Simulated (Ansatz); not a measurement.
One atom moved over a plane in SnSe₂

Computed with DFT PBE, scalar-relativistic, plane waves, PAW (Ansatz). Settings: plane waves to 420 eV, k-mesh 12×12×6 (Γ-centred), Gaussian smearing 0.05 eV. No spin polarisation. Energies are free energies at this smearing, counted from the undisturbed cell; pressure is positive in compression.

The undisturbed cell (as given, not relaxed at this level; it stands at 5.3 GPa):

```
CELL_PARAMETERS angstrom
3.81100 0.00000 0.00000
-1.90550 3.30042 0.00000
0.00000 0.00000 6.13700
ATOMIC_POSITIONS crystal
Sn 0.00000 0.00000 0.00000
Se 0.33333 0.66667 0.25000
Se 0.66667 0.33333 0.75000
```

The cell holds layers and no dispersion correction was added, so their binding is poorly described.

Atom 2 (Se) is moved by p along (1.000, 0.000, 0.000) and q along (0.000, 1.000, 0.000) (Å), all else fixed. Points are written (p, q).

Energy above the undisturbed cell in eV/cell (a dash: not computed):

```csv
p \ q,-0.450,-0.225,0.000,0.225,0.450
-0.450,0.61,0.36,0.43,0.73,1.15
-0.225,0.57,0.18,?,0.24,?
0.000,?,0.12,0.00,0.09,0.30
0.225,0.57,0.18,?,0.24,?
0.450,0.61,0.36,0.43,0.73,1.15
```

Fill in the withheld energies.

(-0.225, 0.000): 0.11; (-0.225, 0.450): 0.50; (0.000, -0.450): 0.56; (0.225, 0.000): 0.11; (0.225, 0.450): 0.50.